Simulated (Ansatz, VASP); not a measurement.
ZnS in VASP and in Ansatz

The input INCAR:

```
SYSTEM = ZnS
  PREC = Accurate
  ENCUT = 520
  EDIFF = 1E-7
  ISMEAR = 0
  SIGMA = 0.02
  LREAL = .False.
  LASPH = .True.
  NELM = 100
  ALGO = Normal
  ISIF = 2
  LWAVE = .False.
  LCHARG = .False.
  GGA = PE
  NBANDS = 26
```

File KPOINTS:

```
Automatic mesh
0
Gamma
  9 9 4
  0 0 0
```

Contents of POSCAR:

```
ZnS
1.0
    3.8827139465      0.0000000000      0.0000000000
   -1.9413569733      3.3625289133      0.0000000000
    0.0000000000      0.0000000000      6.3375354246
Zn S
2 2
Direct
    0.3333333333      0.6666666667      0.0000000000
    0.6666666667      0.3333333333      0.5000000000
    0.3333333333      0.6666666667      0.3850000000
    0.6666666667      0.3333333333      0.8850000000
```

Input for Ansatz:

```yaml
crystal:
  lattice:
    - [3.8827139465, 0.0, 0.0]
    - [-1.9413569733, 3.3625289133, 0.0]
    - [0.0, 0.0, 6.3375354246]
  atoms:
    - { symbol: Zn, position: [0.3333333333, 0.6666666667, 0.0] }
    - { symbol: Zn, position: [0.6666666667, 0.3333333333, 0.5] }
    - { symbol: S, position: [0.3333333333, 0.6666666667, 0.385] }
    - { symbol: S, position: [0.6666666667, 0.3333333333, 0.885] }
basis:
  ecutwfc: 420
kpoints:
  mp_grid: { grid: [9, 9, 4] }
hamiltonian:
  xc: pbe
scf:
  occupations: { method: gaussian, width: 0.02 }
output:
  forces: true
  stress: true
  eigenvalues: true
```

Alike in both runs: task single point; functional PBE; k mesh 9 × 9 × 4; occupations gaussian, width 0.02 eV; no spin polarisation.

```csv
,VASP,Ansatz
version,VASP 6.6.1,Ansatz 0.2.0
potentials or method,"VASP PAW PBE potentials, release 64 (Zn, S)","scalar-relativistic, plane waves, PAW"
plane-wave cutoff (eV),520,420
valence electrons in the cell,36,36
```

```tsv
	VASP	Ansatz	Ansatz less VASP
gap on the k mesh at the Fermi level (eV)	2.00	1.99	-0.003
least direct gap on the mesh (eV)	2.00	1.99	-0.003
pressure (GPa)	-1.3	-1.5	-0.13
largest component of the traceless stress (GPa)	0.72	0.71	-0.014
rms of the force components (eV/Å)	0.147	0.145	-0.0016
```

Atom by atom the forces differ by 0.002 eV/Å (rms over components).
